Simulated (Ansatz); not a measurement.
**SnO: strain energy, fitted**

SnO, P4/nmm, a = 3.805 Å, c = 4.753 Å. Ansatz: PBEsol, PAW, 420 eV, Γ-centred 14×14×12 mesh on 4 atoms, Gaussian smearing 0.10 eV; no spin polarisation. Series: shear of c along a, cell held, atoms relaxed; x is the strain in per cent (engineering shear). y is the free energy over the unstrained cell, V0 = 17.208 Å³/atom. Symmetry makes y even in x.

```
x (%) y (meV/atom)
  0.0          0.00
  2.0          0.63
  4.0          2.48
  6.0          5.54
  8.0          9.81
 12.0             ?
```

Q: Fit y = c2 x² + c4 x⁴ to the other rows, turn c2 into a modulus, and predict the missing energy.

A: Least squares on the rows shown. y = 0.15512 x² − 2.9176×10⁻⁵ x⁴. In eV per unit strain² c2 is 1.551; this is the shear stiffness (E = ½ C V0 γ²): 2 × 1.551 × 160.2 / (17.208) = 29 GPa. At x = 12.0 the fit asked for gives 21.73 meV/atom. The run gave 21.83 meV/atom, so the fit is 0.10 meV/atom too low, a small miss on the scale of the series. The form still works here, 50 % of the fitted range beyond its end.